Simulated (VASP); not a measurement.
A calculation with VASP 6.6.1 of W (ASE script, structure typed inline):

run.py

```python
from ase import Atoms
from ase.calculators.vasp import Vasp
from ase.dft.bandgap import bandgap

atoms = Atoms(
    ['W'],
    cell=[[0.0, 2.03, 2.03], [2.03, 0.0, 2.03], [2.03, 2.03, 0.0]],
    scaled_positions=[[0.0, 0.0, 0.0]],
    pbc=True,
)
calc = Vasp(
    directory='calc',
    xc='pbesol',
    pp='PBE',
    setups='gw',
    prec='Accurate',
    encut=550,
    ediff=1e-06,
    ismear=0,
    sigma=0.02,
    lreal=False,
    lasph=True,
    nelm=60,
    algo='Normal',
    isif=2,
    lwave=False,
    lcharg=False,
    kpts=[11, 11, 11],
    gamma=True,
)
atoms.calc = calc

print('energy (eV):', atoms.get_potential_energy())
print('free energy (eV):', atoms.get_potential_energy(force_consistent=True))
print('forces (eV/A):')
print(atoms.get_forces())
print('stress (eV/A^3, Voigt):', atoms.get_stress())
print('Fermi level (eV):', calc.get_fermi_level())
gap, top, bottom = bandgap(calc)
print('band gap (eV):', gap, 'from (spin, k, band)', top, 'to', bottom)
```

Potentials or basis: VASP PAW PBE potentials, release 64 (W_sv_GW).

Launch:

```sh
$ python run.py
```

This isn't the form of W at room conditions, which is bcc.

Write the same calculation in another form: native input, structure from a POSCAR.

As run:

Contents of INCAR:

```
SYSTEM = W
PREC = Accurate
ENCUT = 550
EDIFF = 1E-6
ISMEAR = 0
SIGMA = 0.02
LREAL = .False.
LASPH = .True.
NELM = 60
ALGO = Normal
ISIF = 2
LWAVE = .False.
LCHARG = .False.
GGA = PS
```

KPOINTS

```
regular mesh
0
Gamma
  11 11 11
  0 0 0
```

File POSCAR:

```
W
1.0
    0.0000000000      2.0300000000      2.0300000000
    2.0300000000      0.0000000000      2.0300000000
    2.0300000000      2.0300000000      0.0000000000
W
1
Direct
    0.0000000000      0.0000000000      0.0000000000
```

Potentials or basis: VASP PAW PBE potentials, release 64 (W_sv_GW).

Run with:

```bash
$ cat potpaw_PBE.64/W_sv_GW/POTCAR > POTCAR
$ mpirun -np 1 vasp_std > vasp.out
```

Both were run:

|  | ASE script, structure typed inline | native input, structure from a POSCAR |
| --- | --- | --- |
| Pressure | -14.3 GPa | -14.3 GPa |
| Band gap on the k mesh | none (metal or under the smearing width) | none (metal or under the smearing width) |

Keys that steer only the numerical path or the files written may differ.

Caveat: the PAW data sets were made with another functional, which shifts forces and pressure a little.
